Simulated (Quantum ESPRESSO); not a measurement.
Runs of Quantum ESPRESSO 7.5 on HfC. The structure is cubic, space group Fm-3m (No. 225). Conventional cell: a = 4.650 Å, b = 4.650 Å, c = 4.650 Å, α = 90.00°, β = 90.00°, γ = 90.00°. Around Hf (site symmetry m-3m) lie 6 C at 2.33 Å. C (site symmetry m-3m) has 6 Hf at 2.33 Å as nearest neighbours. 

```tsv
task	level	potentials or basis	k mesh	cutoff (eV)	form of the LDA correlation	SCF threshold	symmetry	gap on the mesh (eV)	pressure (GPa)	V0 of scaled cells (Å³/atom)	B0 (GPa)
band structure	LDA	GBRV 1.5 LDA	10 × 10 × 10	612	PZ81	4e-10 Ry	-	none	-11.5	-	-
equation of state	PBEsol	GBRV 1.5 PBEsol	10 × 10 × 10	612	-	4e-10 Ry	-	-	-	(b)	252
single point	PBEsol	GBRV 1.5 PBEsol	10 × 10 × 10	612	-	4e-10 Ry	-	none	-6.3	-	-
band structure	r2SCAN	SG15 PBE 1.2	8 × 8 × 8	1197	-	1e-08 Ry	off	none	(a)	-	-
equation of state	LDA	GBRV 1.5 LDA	10 × 10 × 10	612	PZ81	4e-10 Ry	-	-	-	12.00	265
```

Alike in all rows: no spin polarisation; cell as given; smearing fermi-dirac 0.05 eV.

Q: Estimate the missing entries.

A: (a) -10.2; (b) 12.26.

Caveats: spin-orbit coupling is left out, which moves the levels of the heavy elements (some runs); the potentials were made for another functional, which shifts forces and pressure (some runs).

A k mesh can miss the band edges, and the runs leave out spin-orbit coupling on Hf.

A gap of «none» marks a metal or a gap under the smearing width.

The runs don't all hold the same shells in valence.
